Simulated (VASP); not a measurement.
VASP 6.6.1 run: C

INCAR

```
NELM = 120
NBANDS = 11
LCHARG = .FALSE.
ENCUT = 520
IBRION = -1
SIGMA = 0.02
LASPH = .TRUE.
PREC = Accurate
EDIFF = 1E-7
LWAVE = .FALSE.
LREAL = .FALSE.
ISMEAR = -1
ISIF = 2
NSW = 0
METAGGA = MS2
```

KPOINTS

```
KPOINTS created by Atomic Simulation Environment
0
Gamma
12 12 12
0 0 0
```

POSCAR

```
C
 1.0000000000000000
     0.0000000000000000    1.8157266254000000    1.7726397714000000
     1.8157266254000000    0.0000000000000000    1.7726397714000000
     1.8157266254000000    1.8157266254000000    0.0000000000000000
 C
   2
Cartesian
  0.0000000000000000  0.0000000000000000  0.0000000000000000
  0.9078633126999999  0.9078633126999999  0.8863198857000000
```

The recommended PBE PAW datasets give the neutral cell 8 valence electrons.

Command

```
mpirun -np 1 vasp_std
```

OSZICAR

```
N       E                     dE             d eps       ncg     rms          rms(c)
DAV:   1    -0.154975292210E+02   -0.15498E+02   -0.44803E+03  3648   0.684E+02
DAV:   2    -0.326621608399E+02   -0.17165E+02   -0.16505E+02  4652   0.112E+02
DAV:   3    -0.330011987652E+02   -0.33904E+00   -0.33778E+00  4197   0.117E+01
DAV:   4    -0.330016306805E+02   -0.43192E-03   -0.43191E-03  3840   0.455E-01
DAV:   5    -0.330016309059E+02   -0.22542E-06   -0.22541E-06  4095   0.104E-02    0.520E+00
DAV:   6    -0.220130615364E+02    0.10989E+02   -0.12189E+00  3586   0.935E+00    0.363E+00
DAV:   7    -0.220010905538E+02    0.11971E-01   -0.10357E+00  3594   0.797E+00    0.167E+00
DAV:   8    -0.219316926962E+02    0.69398E-01   -0.68705E-02  3784   0.198E+00    0.686E-01
DAV:   9    -0.219339107252E+02   -0.22180E-02   -0.70191E-04  3982   0.276E-01    0.636E-01
DAV:  10    -0.219295558260E+02    0.43549E-02   -0.88467E-03  3652   0.735E-01    0.780E-02
DAV:  11    -0.219296961343E+02   -0.14031E-03   -0.23196E-04  4147   0.154E-01    0.323E-02
DAV:  12    -0.219296961724E+02   -0.38104E-07   -0.30382E-05  3809   0.510E-02    0.394E-03
DAV:  13    -0.219296948126E+02    0.13598E-05   -0.18259E-06  4220   0.128E-02    0.745E-03
DAV:  14    -0.219296946192E+02    0.19340E-06   -0.33009E-08  2234   0.177E-03    0.502E-03
DAV:  15    -0.219296945782E+02    0.41035E-07   -0.88829E-09  1847   0.103E-03
   1 F= -.21929695E+02 E0= -.21929695E+02  d E =-.685042E-12
```

From OUTCAR

```
k-points           NKPTS =    163   k-points in BZ     NKDIM =    163   number of bands    NBANDS=     11

   NELECT =       8.0000    total number of electrons

   dimension x,y,z NGX =    20 NGY =   20 NGZ =   20
   dimension x,y,z NGXF=    40 NGYF=   40 NGZF=   40

  energy-cutoff  :      520.00
  volume of cell :       11.69
      direct lattice vectors                 reciprocal lattice vectors
     0.000000000  1.815726625  1.772639771    -0.275371850  0.275371850  0.282065205
     1.815726625  0.000000000  1.772639771     0.275371850 -0.275371850  0.282065205
     1.815726625  1.815726625  0.000000000     0.275371850  0.275371850 -0.282065205

 k-points in reciprocal lattice and weights: KPOINTS created by Atomic Simulation Env
   0.00000000  0.00000000  0.00000000       0.001
   0.08333333  0.00000000  0.00000000       0.005
   0.16666667  0.00000000  0.00000000       0.005
   0.25000000  0.00000000  0.00000000       0.005
   0.33333333  0.00000000  0.00000000       0.005
   0.41666667 -0.00000000  0.00000000       0.005
   0.50000000  0.00000000  0.00000000       0.002
   0.08333333  0.08333333  0.00000000       0.001
   ...

 E-fermi :   9.6725

 k-point     1 :       0.0000    0.0000    0.0000
  band No.  band energies     occupation
      1     -12.5883      2.00000
      2       8.9124      2.00000
      3       8.9124      2.00000
      4       9.2645      2.00000
      5      15.3804      0.00000
      6      15.7082      0.00000
      7      15.7082      0.00000
      8      23.0458      0.00000
      9      28.0976      0.00000
     10      35.7107      0.00000
     11      36.6009      0.00000

 k-point     2 :       0.0833    0.0000    0.0000
  band No.  band energies     occupation
      1     -12.3948      2.00000
      2       7.8544      2.00000
      3       8.6146      2.00000
      4       8.8830      2.00000
      5      15.8069      0.00000
      6      16.1029      0.00000
      7      16.2850      0.00000
      8      23.2301      0.00000
      9      28.4729      0.00000
     10      33.6097      0.00000
     11      34.3182      0.00000

 k-point     3 :       0.1667    0.0000    0.0000
  band No.  band energies     occupation
      1     -11.8171      2.00000
      2       5.3828      2.00000
      3       7.9408      2.00000
      4       8.2290      2.00000
      5      16.6755      0.00000
      6      16.9770      0.00000
      7      17.2668      0.00000
      8      23.7568      0.00000
      9      29.2717      0.00000
     10      32.1055      0.00000
     11      32.6616      0.00000

 k-point     4 :       0.2500    0.0000    0.0000
  band No.  band energies     occupation
      1     -10.8650      2.00000
      2       2.5452      2.00000
      3       7.2188      2.00000
      4       7.5518      2.00000
      5      17.4109      0.00000
      6      17.7857      0.00000
      7      18.0690      0.00000
      8      24.4761      0.00000
      9      29.7998      0.00000
     10      31.8236      0.00000
     11      32.1837      0.00000

 k-point     5 :       0.3333    0.0000    0.0000
  band No.  band energies     occupation
      1      -9.5649      2.00000
      2      -0.2462      2.00000
      3       6.6318      2.00000
      4       7.0087      2.00000
      5      17.7813      0.00000
      6      18.2163      0.00000
      7      18.6020      0.00000
      8      25.0979      0.00000
      9      30.1201      0.00000
     10      32.8246      0.00000
     11      32.9265      0.00000

 ...

  Total       -1.8260266     -1.8260266     -0.2167082      0.0000000     -0.0000000     -0.0000000
  in kB     -250.3031232   -250.3031232    -29.7053432      0.0000000     -0.0000000     -0.0000000
  external PRESSURE =    -176.7705298 kB  Pullay stress =       0.0000000 kB

 POSITION                                       TOTAL-FORCE (eV/Angst)
 -----------------------------------------------------------------------------------
      0.00000      0.00000      0.00000         0.000000      0.000000      0.000000
      0.90786      0.90786      0.88632        -0.000000     -0.000000     -0.000000
 -----------------------------------------------------------------------------------
    total drift:                                0.000000      0.000000      0.000000

  FREE ENERGIE OF THE ION-ELECTRON SYSTEM (eV)
  ---------------------------------------------------
  free  energy   TOTEN  =       -21.9296945782 eV

  energy  without entropy=      -21.9296945782  energy(sigma->0) =      -21.92969458
```

It converged. Results: gap between bands v and c on the k mesh 4.14 eV; least direct gap on the k mesh 6.12 eV; pressure -17.7 GPa. Band v is the last that the valence electrons fill when counted band by band, and c is the next.

For comparison, a separate PBE run of the intended cell, on usual settings and not on those above, gives a gap of 3.49 eV on its mesh and a pressure of -10.1 GPa.

The run above took about 83 s on one core of a shared host (Intel Xeon Platinum 8488C) and held 0.13 GiB at most.
